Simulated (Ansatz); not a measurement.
# B₂N: from a trial structure to a relaxed crystal

Method: DFT PBE, scalar-relativistic, plane waves, PAW (Ansatz). Cutoff 420 eV, Γ-centred k mesh, Gaussian smearing, no spin polarisation in the final step.

The start is a random cell of B₂N with space group I4/mmm (No. 139), drawn with lower limits on the distances.

```
B N
1.0
    -2.06838    2.06838    2.90227
     2.06838   -2.06838    2.90227
     2.06838    2.06838   -2.90227
B N
4 2
Direct
  0.33333 0.33333 0.66667
  0.33333 0.66667 0.00000
  0.66667 0.33333 0.00000
  0.66667 0.66667 0.33333
  0.66667 0.66667 0.00000
  0.33333 0.33333 0.00000
```

Cell and atoms relax at zero pressure; the relaxation can't lower the symmetry of the start. After a coarse first stage the cell is made exact in the group found at 0.06 Å.

Energies over the elements count from the elements' standard structures at the same level (N₂ as a molecule), with no empirical corrections.

(1) Describe the relaxed structure.

(2) What are its volume, energy, density and gap?

Results:

(1) It keeps I4/mmm (No. 139). Conventional cell: a = 3.608 Å, c = 7.577 Å. B is coordinated by 2 N at 1.65 Å, 2 B at 1.75 Å and 2 B at 1.86 Å; N is coordinated by 4 B at 1.65 Å.

```
B N
1.0
    -1.80389    1.80389    3.78833
     1.80389   -1.80389    3.78833
     1.80389    1.80389   -3.78833
B N
4 2
Direct
  0.25777 0.25777 0.51553
  0.25777 0.74223 0.00000
  0.74223 0.25777 0.00000
  0.74223 0.74223 0.48447
  0.64362 0.64362 0.00000
  0.35638 0.35638 0.00000
```

(2) The volume per atom is 8.2 Å³. The density is 2.4 g/cm³. The energy over the elements is 0.81 eV/atom. The gap on the 14×14×14 mesh is 0 eV (a metal).

The final run used a 14×14×14 mesh on its 6-atom cell and 0.10 eV smearing. For metals, differences of a few meV/atom aren't resolved. Weakly bound directions are ill-defined at this level, which has no dispersion term. A structure relaxed within its symmetry needn't be a true minimum.

Cost: 2 runs of about 1.4 core-minutes in all, on Intel Xeon 6975P-C (Granite Rapids) (shared hosts).